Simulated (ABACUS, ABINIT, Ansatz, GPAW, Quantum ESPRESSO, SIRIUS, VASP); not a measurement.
CuO: 7 runs at one level of theory

```
Cu O
1.0
     2.34185   -1.71130    0.00000
     2.34185    1.71130    0.00000
    -0.85003    0.00000    5.05787
Cu O
2 2
Cartesian
  0.7459 -0.8557 2.5289
  1.1709 0.8557 0.0000
  1.7043 0.2793 3.7934
  2.1293 -0.2793 1.2645
```

Alike in all runs: task single point; functional PBEsol; k mesh 10 × 10 × 5; occupations fermi-dirac, width 0.05 eV; no spin polarisation; no spin-orbit coupling. The measured crystal is an antiferromagnetic insulator; the state found here is the runs' own. Pressure is positive in compression and, in plane waves, holds the error of the finite cutoff.

| program and potentials | plane-wave cutoff (eV) | notes | pressure (GPa) | largest force (eV/Å) |
| --- | --- | --- | --- | --- |
| ABACUS, PseudoDojo NC SR 0.4.1 PBEsol standard, plane waves | 1252 | 12.5 valence electrons an atom on average | -2.97 | 0.374 |
| Quantum ESPRESSO, GBRV 1.5 PBEsol | 762 | 12.5 valence electrons an atom on average | -2.22 | 0.338 |
| GPAW, PAW data sets generated for this functional | 800 | 8.5 valence electrons an atom on average | -0.13 | 0.265 |
| SIRIUS, PseudoDojo 0.4.1 PBEsol standard (scalar relativistic) | 1254 | 12.5 valence electrons an atom on average | -2.97 | 0.374 |
| VASP, PBE PAW files Cu, O, 520 eV | 520 | potentials made for PBE; 8.5 valence electrons an atom on average | ? | ? |
| ABINIT, JTH PAW PBE v2.0 | 707 | potentials made for PBE; 12.5 valence electrons an atom on average | -2.47 | 0.337 |
| Ansatz, all-electron LAPW, scalar-relativistic | - | - | -2.74 | 0.358 |

Task: Estimate from the other rows what the run with VASP, PBE PAW files Cu, O, 520 eV gave.

Result: Pressure -2.06 GPa; largest force 0.321 eV/Å. The other rows, which needn't bracket it: pressure -2.97 to -0.13; largest force 0.265 to 0.374.
